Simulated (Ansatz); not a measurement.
# EuS: the cost of one run

Program: Ansatz 0.2.0. Level of theory: DFT PBE+U (U_eff = 6 eV on Eu 4f), scalar-relativistic, plane waves, PAW. These are calculated values, not measurements.

The COD entry's cell or inner coordinates are ideal or old and differ from later refinements, so a difference from it is no clean test against experiment.

### 1 Starting point

It takes space group Fm-3m (No. 225, cubic). The conventional cell has a = 5.986 Å, b = 5.986 Å, c = 5.986 Å, α = 90.00°, β = 90.00°, γ = 90.00°. Around Eu (site symmetry m-3m) lie 6 S at 2.99 Å. S (site symmetry m-3m) is surrounded by 6 Eu at 2.99 Å.

Structure file:

```xyz
2
Lattice="0.0000 2.9931 2.9931 2.9931 0.0000 2.9931 2.9931 2.9931 0.0000" Properties=species:S:1:pos:R:3 pbc="T T T"
Eu    0.0000    0.0000    0.0000
S     2.9931    2.9931    2.9931
```

An earlier run at PBE+U (U_eff = 6 eV on Eu 4f) left this cell at 26.815 Å³/atom and 0.00 GPa (8×8×8 mesh).

Volume factors to run: 0.980, 1.020, 0.960, 1.040.

### 2 At 0.980 of the relaxed volume

input.yaml

```yaml
crystal:
  lattice:
    - [0.0, 2.9730342808, 2.9730342808]
    - [2.9730342808, 0.0, 2.9730342808]
    - [2.9730342808, 2.9730342808, 0.0]
  atoms:
    - { symbol: Eu, position: [0.0, 0.0, 0.0], spin: 7.56 }
    - { symbol: S, position: [0.5, 0.5, 0.5] }
basis:
  ecutwfc: 420
  ecutrho_ratio: 4
kpoints:
  mp_grid: { grid: [8, 8, 8] }
hamiltonian:
  xc: pbe
  hubbard:
    sites:
      - { species: Eu, l: f, u_eff: 6.0, starting_ns: start.occupation_matrices }
    ns_hold: { iters: 6 }
scf:
  occupations: { method: gaussian, width: 0.05 }
  lower_state_search: "off"
output:
  forces: true
  stress: true
  eigenvalues: true
  populations: true
  hubbard: { sites: [{ species: Eu, l: f }] }
magnetization:
  spin_polarized: true
```

start.occupation_matrices holds the open shells' occupation matrices from the neighbouring geometry.

Run with:

```console
$ ansatz run input.yaml --threads 2 --pin off --max-ram 5120MiB --backend cpu --events-out ev --progress --plain --runs-dir out
```

**Question.** How long does this run take on 2 threads of Intel Xeon 6975P-C (Granite Rapids), shared host, and how much memory does it need?

About 4.1 s, with a peak of 0.43 GiB.
